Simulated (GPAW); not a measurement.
# Mo (Im-3m) in GPAW: reference runs

Aim: a first look at Mo with PBEsol, on the cell as given and on a disturbed one.

Program: GPAW 26.7.0. These are calculated values, not measurements. Logs are shortened: lines on timing, memory, paths and dates and some standing lists are left out, and cuts for length are marked. The log counts tension as positive stress, the text compression.

### 1 The crystal as given

Symmetry: Im-3m, No. 229, cubic system. The conventional cell has a = 3.168 Å, b = 3.168 Å, c = 3.168 Å, α = 90.00°, β = 90.00°, γ = 90.00°. Mo (site symmetry m-3m) has 8 Mo at 2.74 Å as nearest neighbours.

### 2 Single point, PBEsol

run.py reads:

```python
from ase import Atoms
from ase.dft.bandgap import bandgap
from ase.io import write
from ase.units import Bohr, GPa
from gpaw import GPAW, PW, setup_paths
from gpaw.elf import elf_from_dft_calculation

setup_paths.insert(0, '.')

atoms = Atoms(['Mo'],
              cell=[[-1.5838089719, 1.5838089719, 1.5838089719],
                    [1.5838089719, -1.5838089719, 1.5838089719],
                    [1.5838089719, 1.5838089719, -1.5838089719]],
              scaled_positions=[[0.0, 0.0, 0.0]],
              pbc=True)

calc = GPAW(mode=PW(600),
            xc='PBEsol',
            kpts={'size': (12, 12, 12), 'gamma': True},
            occupations={'name': 'fermi-dirac', 'width': 0.05},
            nbands=16,
            convergence={'density': 1e-05, 'energy': 1e-05},
            maxiter=150,
            txt='gpaw.txt')
atoms.calc = calc
energy = atoms.get_potential_energy()
forces = atoms.get_forces()
stress = atoms.get_stress()
calc.write('gs.gpw')
write('result.traj', atoms)
print(f'Energy: {energy:.6f} eV')
print('Forces (eV/A):')
print(forces.round(4))
print('Stress (GPa):', (stress / GPa).round(3))
print('Fermi level:', round(calc.get_fermi_level(), 4), 'eV')
print(f'Gap: {bandgap(calc)[0]:.4f} eV, direct: {bandgap(calc, direct=True)[0]:.4f} eV')

# fields on the real-space grid
write('density.cube', atoms, data=calc.get_pseudo_density() * Bohr**3)
write('potential.cube', atoms, data=calc.get_electrostatic_potential())
write('elf.cube', atoms, data=elf_from_dft_calculation(calc).data)
```

Potentials or basis: PAW data sets generated in the run's folder for this functional, pw.

Launch:

```console
gpaw-setup -f PBEsol Mo
OMP_NUM_THREADS=1 python run.py
```

gpaw.txt:

```text
__  _  _
 | _ |_)|_||  |
 |__||  | ||/\| - 26.7.0

Input parameters:
  mode=PW(ecut=600.0),
  convergence={'density': 1e-05, 'energy': 1e-05},
  kpts=MonkhorstPack(size=(12, 12, 12), gamma=True),
  maxiter=150,
  nbands=16,
  occupations=Occupations(name='fermi-dirac', width=0.05),
  xc=XC(name='PBEsol')

Diagonalizing LCAO Hamiltonian
Converting LCAO to pw mode

       Mo

Atoms  # Å, Bohr magnetons
|   | symbol |        x |        y |        z |    initial magnetic moments |
|---|--------|----------|----------|----------|-----------------------------|
| 0 |     Mo | 0.000000 | 0.000000 | 0.000000 | ( 0.0000,  0.0000,  0.0000) |

Unit cell  # Å
| periodic |         x |         y |         z |  lengths |     angles |
|----------|-----------|-----------|-----------|----------|------------|
|      yes | -1.583809 |  1.583809 |  1.583809 | 2.743238 | 109.471221 |
|      yes |  1.583809 | -1.583809 |  1.583809 | 2.743238 | 109.471221 |
|      yes |  1.583809 |  1.583809 | -1.583809 | 2.743238 | 109.471221 |

Number of symmetries: 48
Symmetry operations  # r_c * U_cc + t_c -> r_c
|    | kind |            matrix            |
|----|------|------------------------------|
|  0 |  σ   |  1, 1, 1,  0, 0,-1,  0,-1, 0 |
|  1 |  C4  |  1, 1, 1,  0, 0,-1, -1, 0, 0 |
|  2 |  C2  |  1, 1, 1,  0,-1, 0,  0, 0,-1 |
|  3 |  S6  |  1, 1, 1,  0,-1, 0, -1, 0, 0 |
|  4 |  S6  |  1, 1, 1, -1, 0, 0,  0, 0,-1 |
|  5 |  C4  |  1, 1, 1, -1, 0, 0,  0,-1, 0 |
|  6 |  E   |  1, 0, 0,  0, 1, 0,  0, 0, 1 |
|  7 |  σ   |  1, 0, 0,  0, 1, 0, -1,-1,-1 |
|  8 |  σ   |  1, 0, 0,  0, 0, 1,  0, 1, 0 |
|  9 |  C3  |  1, 0, 0,  0, 0, 1, -1,-1,-1 |
| 10 |  C3  |  1, 0, 0, -1,-1,-1,  0, 1, 0 |
| 11 |  σ   |  1, 0, 0, -1,-1,-1,  0, 0, 1 |
| 12 |  σ   |  0, 1, 0,  1, 0, 0,  0, 0, 1 |
| 13 |  C2  |  0, 1, 0,  1, 0, 0, -1,-1,-1 |
| 14 |  C3  |  0, 1, 0,  0, 0, 1,  1, 0, 0 |
| 15 |  S4  |  0, 1, 0,  0, 0, 1, -1,-1,-1 |
| 16 |  S4  |  0, 1, 0, -1,-1,-1,  1, 0, 0 |
| 17 |  C3  |  0, 1, 0, -1,-1,-1,  0, 0, 1 |
| 18 |  C3  |  0, 0, 1,  1, 0, 0,  0, 1, 0 |
| 19 |  S4  |  0, 0, 1,  1, 0, 0, -1,-1,-1 |
| 20 |  σ   |  0, 0, 1,  0, 1, 0,  1, 0, 0 |
| 21 |  C3  |  0, 0, 1,  0, 1, 0, -1,-1,-1 |
| 22 |  C2  |  0, 0, 1, -1,-1,-1,  1, 0, 0 |
| 23 |  S4  |  0, 0, 1, -1,-1,-1,  0, 1, 0 |
| 24 |  C4  |  0, 0,-1,  1, 1, 1,  0,-1, 0 |
| 25 |  σ   |  0, 0,-1,  1, 1, 1, -1, 0, 0 |
| 26 |  S6  |  0, 0,-1,  0,-1, 0,  1, 1, 1 |
| 27 |  C2  |  0, 0,-1,  0,-1, 0, -1, 0, 0 |
| 28 |  C4  |  0, 0,-1, -1, 0, 0,  1, 1, 1 |
| 29 |  S6  |  0, 0,-1, -1, 0, 0,  0,-1, 0 |
| 30 |  S6  |  0,-1, 0,  1, 1, 1,  0, 0,-1 |
| 31 |  C4  |  0,-1, 0,  1, 1, 1, -1, 0, 0 |
| 32 |  C4  |  0,-1, 0,  0, 0,-1,  1, 1, 1 |
| 33 |  S6  |  0,-1, 0,  0, 0,-1, -1, 0, 0 |
| 34 |  σ   |  0,-1, 0, -1, 0, 0,  1, 1, 1 |
| 35 |  C2  |  0,-1, 0, -1, 0, 0,  0, 0,-1 |
| 36 |  C2  | -1, 0, 0,  1, 1, 1,  0, 0,-1 |
| 37 |  S6  | -1, 0, 0,  1, 1, 1,  0,-1, 0 |
| 38 |  S6  | -1, 0, 0,  0, 0,-1,  1, 1, 1 |
| 39 |  C2  | -1, 0, 0,  0, 0,-1,  0,-1, 0 |
| 40 |  C2  | -1, 0, 0,  0,-1, 0,  1, 1, 1 |
| 41 |  i   | -1, 0, 0,  0,-1, 0,  0, 0,-1 |
| 42 |  S4  | -1,-1,-1,  1, 0, 0,  0, 1, 0 |
| 43 |  C3  | -1,-1,-1,  1, 0, 0,  0, 0, 1 |
| 44 |  C3  | -1,-1,-1,  0, 1, 0,  1, 0, 0 |
| 45 |  σ   | -1,-1,-1,  0, 1, 0,  0, 0, 1 |
| 46 |  S4  | -1,-1,-1,  0, 0, 1,  1, 0, 0 |
| 47 |  C2  | -1,-1,-1,  0, 0, 1,  0, 1, 0 |

BZ-sampling:
  Number of BZ points: 1728
  Number of IBZ points: 72

  Monkhorst-Pack size: [12, 12, 12]
  Monkhorst-Pack shift: [0.041666666666666664, 0.041666666666666664, 0.041666666666666664]

K-points  # in reciprocal-cell coordinates
|     |                                coordinates |     weight |
|-----|--------------------------------------------|------------|
|   0 | ( -0.00000000,  -0.00000000,  -0.00000000) | 0.00057870 |
|   1 | (  0.08333333,  -0.00000000,  -0.00000000) | 0.00694444 |
|   2 | (  0.08333333,   0.08333333,  -0.08333333) | 0.00347222 |
|   3 | (  0.16666667,  -0.00000000,  -0.08333333) | 0.01388889 |
|   4 | (  0.16666667,  -0.00000000,  -0.00000000) | 0.00694444 |
|   5 | (  0.16666667,   0.08333333,  -0.08333333) | 0.01388889 |
|   6 | (  0.16666667,   0.16666667,  -0.16666667) | 0.00347222 |
|   7 | (  0.25000000,  -0.08333333,  -0.08333333) | 0.00462963 |
|   8 | (  0.25000000,  -0.00000000,  -0.08333333) | 0.02777778 |
|   9 | (  0.25000000,  -0.00000000,  -0.00000000) | 0.00694444 |
| ... |                                            |            |
|  71 | (  0.50000000,   0.50000000,   0.50000000) | 0.00057870 |

Plane wave coefficients: 555
Cutoff: 600.0 eV

Spin-components: 1 (collinear spins)
Bands:           16
Projectors:      6
Spin-degeneracy: 2
Datatype:        complex128

Parallelization:
  kpt:    1
  domain: 1
  band:   1

Density:
  Valence electrons: 14.0
  Components: 1
  Grid points: [16 16 16]
  Charge: 0.0  # |e|

Potential:
  Grid points: [16 16 16]

species:
  Mo:
    name:    Molybdenum
    Z:       42.0
    valence: 14
    core:    28
    charge:  0.0  # [|e|]
    compensation charges:
      type: gauss
      rc: 0.38  # [Å]
      lmax: 2
    cutoffs:
      filter: 2.16  # [Å]
      core: 1.42  # [Å]
    projectors
    | kind |    occ | energy [eV] | rcut [Å] |
    |------|--------|-------------|----------|
    |   4s |  2.000 |     -64.262 |    1.238 |
    |   5s |  1.000 |      -4.116 |    1.238 |
    |   4p |  6.000 |     -38.461 |    1.296 |
    |   5p |  0.000 |      -1.012 |    1.296 |
    |   4d |  5.000 |      -3.770 |    1.296 |
    |    d |        |      23.442 |    1.296 |

    Using partial waves for Mo as LCAO basis

Reference energy: -110074.711234  # eV

eigensolver:
  PPCG
  Converge bands: occupied
  niter=2

density mixing:
  MSR1-Mixer
  Pratt-step length: 0.05
  Maximum mixing coefficient: 0.75
  Old densities: 10
  SVD Regularization: 0.005
  Good broyden scale: 1.0
  Trust region scale: 1.0
  Backstep threshold: 4.0
  History deletion threshold: 6.0
  Fourier metric: weight=20.0, sigma=0.015

occupation numbers:
  Fermi-Dirac:
    width: 0.0500  # eV

poisson solver:
  ecut: 4800.0  # eV

xc functional:
  name: PBEsol with 2 nearest neighbor stencil

convergence criteria:
- Maximum integral of absolute [dens]ity change: 1e-05 electrons / valence electron
- Maximum [total energy] change in last 3 cyles: 1e-05 eV / valence electron
- Maximum integral of absolute [eigenst]ate change: 4e-08 eV^2 / valence electron
maximum number of iterations: 150

SCF iterations
|iter     | |      energy | eigst |  dens |
|---------|-|-------------|-------|-------|
|iter:   1| |  -13.044144 | +0.31 |       |
|iter:   2| |  -12.869538 | -2.22 | -0.98 |
|iter:   3| |  -12.097550 | -1.45 | -1.02 |
|iter:   4| |  -12.092825 | -3.11 | -1.85 |
|iter:   5| |  -12.092770 | -4.18 | -2.19 |
|iter:   6| |  -12.092773c| -6.46 | -3.63 |
|iter:   7| |  -12.092775c| -7.39 | -3.98 |
|iter:   8| |  -12.092775c| -8.73c| -5.29c|

Converged in 8 steps
Energy contributions relative to reference atoms: (reference = -110074.711234)

Energy contributions:
  Kinetic:         -15.907788
  Coulomb:           9.933709
  Zero:             -0.255140
  External:          0.000000
  Xc:               -5.862308
  Entropy:          -0.002496
  Spinorbit:         0.000000
  ----------------------------
  Free energy:     -12.094023
  Extrapolated:    -12.092775

dipole moment: (-5.941169, -5.941169, -5.941169)  # |e|*Ang

Fermi level: 13.067
Eigenvalues  # (at kpt = [-0.000, -0.000, -0.000])
| band index |      eig [eV] | occ [0-2] |
|------------|---------------|-----------|
|          0 |       -48.115 |     2.000 |
|          1 |       -21.479 |     2.000 |
|          2 |       -21.479 |     2.000 |
|          3 |       -21.479 |     2.000 |
|          4 |         5.961 |     2.000 |
|          5 |        11.811 |     2.000 |
[... 8 lines left out ...]
|         14 |        39.059 |     0.000 |
|         15 |        42.587 |     0.000 |

No gap
No difference between direct/indirect transitions

Forces  # eV/Ang
|       x |       y |       z |
|---------|---------|---------|
| 0.00000 | 0.00000 | 0.00000 |  # Mo   0

Stress tensor  # eV/Ang^3
|         x |         y |         z |
|-----------|-----------|-----------|
|  0.062212 | -0.000000 |  0.000000 |
| -0.000000 |  0.062212 | -0.000000 |
|  0.000000 | -0.000000 |  0.062212 |

# Writing to gs.gpw (mode='')
```

Wall time 13 s (1 thread of Arm Neoverse V1, shared host); peak memory 0.14 GiB.

Results:

```
Free energy            : -12.0940 eV
Pressure               : -10.0 GPa
Band gap on the k mesh : none (metal or under the smearing width)
```

### 3 Single point, PBEsol (cell strained at random at fixed volume)

run.py reads:

```python
from ase import Atoms
from ase.dft.bandgap import bandgap
from ase.io import write
from ase.units import GPa
from gpaw import GPAW, PW, setup_paths

setup_paths.insert(0, '.')

atoms = Atoms(['Mo'],
              cell=[[-1.594389, 1.591296, 1.584536],
                    [1.612386, -1.54306, 1.554296],
                    [1.606588, 1.555258, -1.536299]],
              scaled_positions=[[-0.004893, -0.028505, -0.027978]],
              pbc=True)

calc = GPAW(mode=PW(600),
            xc='PBEsol',
            kpts={'size': (12, 12, 12), 'gamma': True},
            occupations={'name': 'fermi-dirac', 'width': 0.05},
            nbands=16,
            convergence={'density': 1e-05, 'energy': 1e-05},
            maxiter=150,
            txt='gpaw.txt')
atoms.calc = calc
energy = atoms.get_potential_energy()
forces = atoms.get_forces()
stress = atoms.get_stress()
calc.write('gs.gpw')
write('result.traj', atoms)
print(f'Energy: {energy:.6f} eV')
print('Forces (eV/A):')
print(forces.round(4))
print('Stress (GPa):', (stress / GPa).round(3))
print('Fermi level:', round(calc.get_fermi_level(), 4), 'eV')
print(f'Gap: {bandgap(calc)[0]:.4f} eV, direct: {bandgap(calc, direct=True)[0]:.4f} eV')
```

Potentials or basis: PAW data sets generated in the run's folder for this functional, pw.

Launch:

```console
gpaw-setup -f PBEsol Mo
OMP_NUM_THREADS=1 python run.py
```

Wall time 1.7 min (1 thread of Arm Neoverse V1, shared host); peak memory 0.32 GiB.

The run converged. Its results:

| Property | Result |
| --- | --- |
| Free energy | -12.0819 eV |
| Pressure | -9.7 GPa |
| Band gap on the k mesh | none (metal or under the smearing width) |

Stress tensor (GPa, compression positive):
```
-14.90  -0.80  -1.22
 -0.80  -7.58  -3.09
 -1.22  -3.09  -6.69
```

Levels at points of the mesh, in eV from the Fermi level:
```csv
k point,band 3,band 4,band 5,band 6,band 7,band 8,band 9,band 10,band 11,band 12
"(0.00, 0.00, 0.00)",-34.55,-34.51,-7.11,-1.59,-1.22,-1.01,1.46,1.82,14.82,15.01
"(0.00, 0.00, 0.50)",-34.94,-34.55,-5.11,-3.14,1.45,1.53,2.28,4.58,11.22,12.22
"(0.00, 0.50, 0.00)",-34.94,-34.55,-5.11,-3.18,1.44,1.57,2.33,4.56,11.20,12.23
"(0.00, 0.50, 0.50)",-35.05,-34.60,-5.18,-3.35,1.75,1.97,2.18,4.87,11.82,11.89
"(0.50, 0.00, 0.00)",-34.94,-34.55,-5.13,-3.49,1.46,2.03,2.56,4.53,11.18,12.31
"(0.50, 0.00, 0.50)",-34.99,-34.56,-5.13,-3.13,1.47,1.62,2.20,4.70,11.45,12.05
"(0.50, 0.50, 0.00)",-34.98,-34.56,-5.12,-3.11,1.46,1.57,2.19,4.67,11.38,12.09
"(0.50, 0.50, 0.50)",-35.50,-35.37,-5.26,-5.19,3.62,3.92,4.23,8.55,9.03,9.40
```
